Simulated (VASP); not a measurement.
# Sb2Pt (Geversite) (Pa-3) in VASP: single point with r2SCAN

Aim: the single point of Sb2Pt (Geversite) with r2SCAN.

All numbers are computed with VASP 6.6.1; they aren't measurements. Logs are shortened: lines on timing, memory, paths and dates and some standing lists are left out, and cuts for length are marked.

**Experimental background.**

A printed reference work, data compilation reports, for a bulk crystal of Sb2Pt: band gap 0.11 eV.

The results are compared with them further down.

### Step 1. The cell of the first run

The structure is cubic, space group Pa-3 (No. 205). Conventional cell: a = 6.507 Å, b = 6.507 Å, c = 6.507 Å, α = 90.00°, β = 90.00°, γ = 90.00°. Pt (site symmetry -3) has 6 Sb at 2.70 Å within 3.6 Å. Sb (site symmetry 3) has 3 Pt at 2.70 Å and 1 Sb at 2.81 Å within 3.6 Å.

### Step 2. Single point, r2SCAN

POSCAR

```
Sb2Pt
1.0
    6.5070941925      0.0000000000      0.0000000000
    0.0000000000      6.5070941925      0.0000000000
    0.0000000000      0.0000000000      6.5070941925
Pt Sb
4 8
Direct
    0.0000000000      0.5000000000      0.5000000000
    0.5000000000      0.5000000000      0.0000000000
    0.5000000000      0.0000000000      0.5000000000
    0.0000000000      0.0000000000      0.0000000000
    0.3754703310      0.1245296690      0.8754703310
    0.1245296690      0.8754703310      0.3754703310
    0.8754703310      0.3754703310      0.1245296690
    0.6245296690      0.6245296690      0.6245296690
    0.6245296690      0.8754703310      0.1245296690
    0.8754703310      0.1245296690      0.6245296690
    0.1245296690      0.6245296690      0.8754703310
    0.3754703310      0.3754703310      0.3754703310
```

INCAR.step1

```
SYSTEM = Sb2Pt
ALGO = Normal ; EDIFF = 1E-4
ENCUT = 520 ; GGA = PE
ISMEAR = -1 ; LASPH = .True.
LCHARG = .False. ; LREAL = .False.
LWAVE = .True. ; NBANDS = 52
NELM = 60 ; PREC = Accurate
SIGMA = 0.05
```

INCAR.step2

```
SYSTEM = Sb2Pt
ALGO = Normal ; EDIFF = 1E-6
ENCUT = 520 ; ISIF = 2
ISMEAR = -1 ; ISTART = 1
LASPH = .True. ; LCHARG = .False.
LMIXTAU = .True. ; LREAL = .False.
LWAVE = .False. ; METAGGA = R2SCAN
NBANDS = 52 ; NELM = 60
PREC = Accurate ; SIGMA = 0.05
```

KPOINTS

```
k-points
0
Gamma
  4 4 4
  0 0 0
```

Potentials or basis: VASP PAW PBE potentials, release 64 (Pt, Sb).

Run with:

```
$ cat potpaw_PBE.64/Pt/POTCAR potpaw_PBE.64/Sb/POTCAR > POTCAR
$ cp INCAR.step1 INCAR
$ mpirun -np 1 vasp_std > vasp.out
$ cp INCAR.step2 INCAR
$ mpirun -np 1 vasp_std > vasp.out
```

OUTCAR:

```text
SYSTEM = Sb2Pt
   EDIFF = 1E-6
   ENCUT = 520
   ISIF = 2
   ISMEAR = -1
   ISTART = 1
   LASPH = .True.
   LREAL = .False.
   METAGGA = R2SCAN
   NELM = 60
   PREC = Accurate

 ion  position               nearest neighbor table
   1  0.000  0.500  0.500-   6 2.70   7 2.70   8 2.70  10 2.70  11 2.70  12 2.70
   2  0.500  0.500  0.000-   5 2.70   7 2.70   8 2.70   9 2.70  11 2.70  12 2.70
   3  0.500  0.000  0.500-   5 2.70   6 2.70   8 2.70   9 2.70  10 2.70  12 2.70
   4  0.000  0.000  0.000-   5 2.70   6 2.70   7 2.70   9 2.70  10 2.70  11 2.70
   5  0.375  0.125  0.875-   2 2.70   3 2.70   4 2.70   9 2.81  10 3.64  11 3.64  12 3.64  12 3.64
                            11 3.64  10 3.64
   6  0.125  0.875  0.375-   1 2.70   3 2.70   4 2.70  10 2.81   9 3.64  11 3.64  12 3.64  11 3.64
                            12 3.64   9 3.64
   7  0.875  0.375  0.125-   1 2.70   2 2.70   4 2.70  11 2.81  10 3.64   9 3.64  12 3.64  10 3.64
                             9 3.64  12 3.64
   8  0.625  0.625  0.625-   1 2.70   2 2.70   3 2.70  12 2.81  10 3.64  11 3.64   9 3.64   9 3.64
                            10 3.64  11 3.64
   9  0.625  0.875  0.125-   2 2.70   3 2.70   4 2.70   5 2.81   6 3.64   7 3.64   8 3.64   8 3.64
                             7 3.64   6 3.64
  10  0.875  0.125  0.625-   1 2.70   3 2.70   4 2.70   6 2.81   5 3.64   7 3.64   8 3.64   7 3.64
                             8 3.64   5 3.64
  11  0.125  0.625  0.875-   1 2.70   2 2.70   4 2.70   7 2.81   6 3.64   5 3.64   8 3.64   6 3.64
                             5 3.64   8 3.64
  12  0.375  0.375  0.375-   1 2.70   2 2.70   3 2.70   8 2.81   6 3.64   7 3.64   5 3.64   5 3.64
                             6 3.64   7 3.64

  LATTYP: Found a simple cubic cell.
 ALAT       =     6.5070941925

  Lattice vectors:

 A1 = (   6.5070941925,   0.0000000000,   0.0000000000)
 A2 = (   0.0000000000,   6.5070941925,   0.0000000000)
 A3 = (   0.0000000000,   0.0000000000,   6.5070941925)

Analysis of symmetry for initial positions (statically):
=====================================================================
 Subroutine PRICEL returns:
 Original cell was already a primitive cell.

 Routine SETGRP: Setting up the symmetry group for a
 simple cubic supercell.

 Subroutine GETGRP returns: Found 24 space group operations
 (whereof  6 operations were pure point group operations)
 out of a pool of 48 trial point group operations.

The static configuration has the point symmetry S_6 .
 The point group associated with its full space group is T_h .

Analysis of symmetry for dynamics (positions and initial velocities):
=====================================================================
 Subroutine PRICEL returns:
 Original cell was already a primitive cell.

 Routine SETGRP: Setting up the symmetry group for a
 simple cubic supercell.

 Subroutine GETGRP returns: Found 24 space group operations
 (whereof  6 operations were pure point group operations)
 out of a pool of 48 trial point group operations.

The dynamic configuration has the point symmetry S_6 .
 The point group associated with its full space group is T_h .

 Subroutine INISYM returns: Found 24 space group operations
 (whereof  6 operations are pure point group operations),
 and found     1 'primitive' translations

----------------------------------------------------------------------------------------

                                     Primitive cell

  volume of cell :     275.5252

  direct lattice vectors                    reciprocal lattice vectors
     6.507094193  0.000000000  0.000000000     0.153678427  0.000000000  0.000000000
     0.000000000  6.507094193  0.000000000     0.000000000  0.153678427  0.000000000
     0.000000000  0.000000000  6.507094193     0.000000000  0.000000000  0.153678427

  length of vectors
     6.507094193  6.507094193  6.507094193     0.153678427  0.153678427  0.153678427

  position of ions in fractional coordinates (direct lattice)
     0.000000000  0.500000000  0.500000000
     0.500000000  0.500000000  0.000000000
     0.500000000  0.000000000  0.500000000
     0.000000000  0.000000000  0.000000000
     0.375470331  0.124529669  0.875470331
     0.124529669  0.875470331  0.375470331
     0.875470331  0.375470331  0.124529669
     0.624529669  0.624529669  0.624529669
     0.624529669  0.875470331  0.124529669
     0.875470331  0.124529669  0.624529669
     0.124529669  0.624529669  0.875470331
     0.375470331  0.375470331  0.375470331

  ion indices of the primitive-cell ions
   primitive index   ion index
                 1           1
                 2           2
                 3           3
                 4           4
                 5           5
                 6           6
                 7           7
                 8           8
                 9           9
                10          10
                11          11
                12          12

----------------------------------------------------------------------------------------

 KPOINTS: k-points

Automatic generation of k-mesh.
 Grid dimensions read from file:
 generate k-points for:    4    4    4

 Generating k-lattice:

  Cartesian coordinates                     Fractional coordinates (reciprocal lattice)
     0.038419607  0.000000000  0.000000000     0.250000000  0.000000000  0.000000000
     0.000000000  0.038419607  0.000000000     0.000000000  0.250000000  0.000000000
     0.000000000  0.000000000  0.038419607     0.000000000  0.000000000  0.250000000

  Length of vectors
     0.038419607  0.038419607  0.038419607

  Shift w.r.t. Gamma in fractional coordinates (k-lattice)
     0.000000000  0.000000000  0.000000000

 Subroutine IBZKPT returns following result:
 ===========================================

 Found     11 irreducible k-points:

 Following reciprocal coordinates:
            Coordinates               Weight
  0.000000  0.000000  0.000000      1.000000
  0.250000  0.000000  0.000000      6.000000
  0.500000  0.000000  0.000000      3.000000
  0.250000  0.250000  0.000000     12.000000
  0.500000  0.250000  0.000000      6.000000
 -0.250000  0.500000  0.000000      6.000000
  0.500000  0.500000  0.000000      3.000000
  0.250000  0.250000  0.250000      8.000000
  0.500000  0.250000  0.250000     12.000000
  0.500000  0.500000  0.250000      6.000000
  0.500000  0.500000  0.500000      1.000000
   k-points           NKPTS =     11   k-points in BZ     NKDIM =     11   number of bands    NBANDS=     52
   number of dos      NEDOS =    301   number of ions     NIONS =     12
   total plane-waves  NPLWV = 110592
   dimension x,y,z NGX =    48 NGY =   48 NGZ =   48
   dimension x,y,z NGXF=    96 NGYF=   96 NGZF=   96
   ions per type =               4   8
   NGX,Y,Z   is equivalent  to a cutoff of  12.26, 12.26, 12.26 a.u.
   NGXF,Y,Z  is equivalent  to a cutoff of  24.53, 24.53, 24.53 a.u.
 SYSTEM =  Sb2Pt
   PREC   = accura    normal or accurate (medium, high low for compatibility)
   ISTART =      1    job   : 0-new  1-cont  2-samecut
   ICHARG =      0    charge: 1-file 2-atom 10-const
   ISPIN  =      1    spin polarized calculation?
   LNONCOLLINEAR =      F non collinear calculations
   LSORBIT =      F    spin-orbit coupling
   LASPH  =      T    aspherical Exc in radial PAW
   ENCUT  =  520.0 eV  38.22 Ry    6.18 a.u.  12.10 12.10 12.10*2*pi/ulx,y,z
   NELM   =     60;   NELMIN=  2; NELMDL=  0     # of ELM steps
   EDIFF  = 0.1E-05   stopping-criterion for ELM
   LREAL  =      F    real-space projection
   EDIFFG = 0.1E-04   stopping-criterion for IOM
   NSW    =      0    number of steps for IOM
   IBRION =     -1    ionic relax: 0-MD 1-quasi-New 2-CG
   NFREE  =      0    steps in history (QN), initial steepest desc. (CG)
   ISIF   =      2    stress and relaxation
   ISYM   =      2    0-nonsym 1-usesym 2-fastsym
   POTIM  = 0.5000    time-step for ionic-motion
   TEBEG  =    0.0;   TEEND  =   0.0 temperature during run
   PSTRESS=    0.0 pullay stress
   NELECT =      80.0000    total number of electrons
   NUPDOWN=      -1.0000    fix difference up-down
   EMIN   =  10.00;   EMAX   =-10.00  energy-range for DOS
   EFERMI =   0.00;   METHOD = LEGACY
   ISMEAR =    -1;   SIGMA  =   0.05  broadening in eV -4-tet -1-fermi 0-gaus
   EFERMI_NEDOS =   21; number of points for ismear=-14 and -15
   IALGO  =     38    algorithm
   IMIX   =      4    mixing-type and parameters
     AMIX     =   0.40;   BMIX     =  1.00
     AMIX_MAG =   1.60;   BMIX_MAG =  1.00
  volume/ion in A,a.u.               =      22.96       154.94
  Fermi-wavevector in a.u.,A,eV,Ry     =   1.084054  2.048566 15.989211  1.175174
  Thomas-Fermi vector in A             =   2.220135
   LORBIT       =      0    0 simple, 1 ext, 2 COOP (PROOUT), +10 PAW based schemes
   METAGGA = R2SCAN    functional components
   LHFCALC =     F    Hartree Fock is set to
   AEXX    =    0.0000 exact exchange contribution
   IVDW    =     0    specifies the selected vdW correction
   LEPSILON=     F    determine dielectric tensor
   LRPA    =     F    only Hartree local field effects (RPA)
 non-spin polarized calculation
  energy-cutoff  :      520.00
  volume of cell :      275.53
 maximum number of plane-waves:      7464
   NGX = 25   NGY = 25   NGZ = 25

 number of electron      79.9999978 magnetization

 Free energy of the ion-electron system (eV)
  ---------------------------------------------------
  ext. energy  EPLUGINS =         0.00000000
  ---------------------------------------------------
  free energy    TOTEN  =      -418.12747643 eV

  energy without entropy =     -418.10960702  energy(sigma->0) =     -418.11854173

 E-fermi :   8.8188     XC(G=0): -11.4585

 val. band max:        8.8157620696   @ k =   0.2500   0.0000   0.0000
 cond. band min:       8.8440845135   @ k =   0.0000   0.0000   0.0000
 fundamental gap:      0.0283224438
 Fermi energy:         8.8187827807

 k-point     1 :       0.0000    0.0000    0.0000
  band No.  band energies     occupation
      1      -4.2758      2.00000
      2      -1.9868      2.00000
      3      -1.9868      2.00000
      4      -1.9868      2.00000
      5      -0.3841      2.00000
      6      -0.3841      2.00000
[... 44 lines left out ...]
     51      13.5904      0.00000
     52      13.7382      0.00000

 k-point     2 :       0.2500    0.0000    0.0000
  band No.  band energies     occupation
      1      -4.0448      2.00000
      2      -2.4986      2.00000
      3      -1.8689      2.00000
      4      -1.8535      2.00000
      5      -0.3731      2.00000
      6      -0.3679      2.00000
[... 44 lines left out ...]
     51      13.3262      0.00000
     52      13.6684      0.00000

 k-point     3 :       0.5000    0.0000    0.0000
  band No.  band energies     occupation
      1      -3.3905      2.00000
      2      -3.3905      2.00000
      3      -1.7089      2.00000
      4      -1.7089      2.00000
      5      -0.3247      2.00000
      6      -0.3247      2.00000
[... 44 lines left out ...]
     51      13.3039      0.00000
     52      13.3039      0.00000
[... 331 lines left out ...]
 k-point    10 :       0.5000    0.5000    0.2500
  band No.  band energies     occupation
      1      -2.3885      2.00000
      2      -2.3885      2.00000
      3      -2.3885      2.00000
      4      -2.3885      2.00000
      5      -0.8435      2.00000
      6      -0.8435      2.00000
[... 44 lines left out ...]
     51      12.3507      0.00000
     52      12.3507      0.00000

 k-point    11 :       0.5000    0.5000    0.5000
  band No.  band energies     occupation
      1      -2.0705      2.00000
      2      -2.0705      2.00000
      3      -2.0705      2.00000
      4      -2.0705      2.00000
      5      -1.3332      2.00000
      6      -1.3332      2.00000
[... 44 lines left out ...]
     51      11.7343      0.00000
     52      11.7343      0.00000

------------------------ aborting loop because EDIFF is reached ----------------------------------------

  FORCE on cell =-STRESS in cart. coord.  units (eV):
  Direction    XX          YY          ZZ          XY          YZ          ZX
  --------------------------------------------------------------------------------------
  -------------------------------------------------------------------------------------
  Total       -0.2726362     -0.2726362     -0.2726362     -0.0000000      0.0000000      0.0000000
  in kB       -1.5853778     -1.5853778     -1.5853778     -0.0000000      0.0000000      0.0000000
  external PRESSURE =      -1.5853778 kB  Pullay stress =       0.0000000 kB

 VOLUME and BASIS-vectors are now :
 -----------------------------------------------------------------------------
  energy-cutoff  :      520.00
  volume of cell :      275.53
      direct lattice vectors                 reciprocal lattice vectors
     6.507094193  0.000000000  0.000000000     0.153678427  0.000000000  0.000000000
     0.000000000  6.507094193  0.000000000     0.000000000  0.153678427  0.000000000
     0.000000000  0.000000000  6.507094193     0.000000000  0.000000000  0.153678427

 POSITION                                       TOTAL-FORCE (eV/Angst)
 -----------------------------------------------------------------------------------
      0.00000      3.25355      3.25355        -0.000000      0.000000     -0.000000
      3.25355      3.25355      0.00000        -0.000000      0.000000     -0.000000
      3.25355      0.00000      3.25355        -0.000000      0.000000     -0.000000
      0.00000      0.00000      0.00000        -0.000000      0.000000     -0.000000
      2.44322      0.81033      5.69677        -0.011435      0.011435     -0.011435
      0.81033      5.69677      2.44322         0.011435     -0.011435     -0.011435
      5.69677      2.44322      0.81033        -0.011435     -0.011435      0.011435
      4.06387      4.06387      4.06387         0.011435      0.011435      0.011435
      4.06387      5.69677      0.81033         0.011435     -0.011435      0.011435
      5.69677      0.81033      4.06387        -0.011435      0.011435      0.011435
      0.81033      4.06387      5.69677         0.011435      0.011435     -0.011435
      2.44322      2.44322      2.44322        -0.011435     -0.011435     -0.011435
 -----------------------------------------------------------------------------------
    total drift:                               -0.000000      0.000000     -0.000000

  FREE ENERGIE OF THE ION-ELECTRON SYSTEM (eV)
  ---------------------------------------------------
  free  energy   TOTEN  =      -418.1274764313 eV

  energy  without entropy=     -418.1096070216  energy(sigma->0) =     -418.11854173
```

Wall time 14 min (1 thread of Intel Xeon 8259CL, shared host); peak memory 0.44 GiB.

What came out:

```
Free energy            : -418.1275 eV
Pressure               : -0.2 GPa
Largest force          : 0.020 eV/Å
Band gap on the k mesh : zero (band 40 reaches 8.82 eV, above the bottom of band 41 at 8.80 eV)
```

Forces in eV/Å, atoms in the order of the input:
```
Pt   0.000  0.000  0.000
Pt   0.000  0.000  0.000
Pt   0.000  0.000  0.000
Pt   0.000  0.000  0.000
Sb  -0.011  0.011 -0.011
Sb   0.011 -0.011 -0.011
Sb  -0.011 -0.011  0.011
Sb   0.011  0.011  0.011
Sb   0.011 -0.011  0.011
Sb  -0.011  0.011  0.011
Sb   0.011  0.011 -0.011
Sb  -0.011 -0.011 -0.011
```

Caveat: the PAW data sets were made with another functional, which shifts forces and pressure a little; spin-orbit coupling is left out, which moves the levels of the heavy elements.

### Step 3. How close it comes

Step 2. A measured gap of Sb2Pt is 0.11 eV (a printed reference work, data compilation); the calculated 0.00 eV misses it by -0.11 eV. Spin-orbit coupling on Pt, Sb is left out. The value is that of r2SCAN on a finite k mesh, which can miss the band edges, without temperature or zero-point motion.
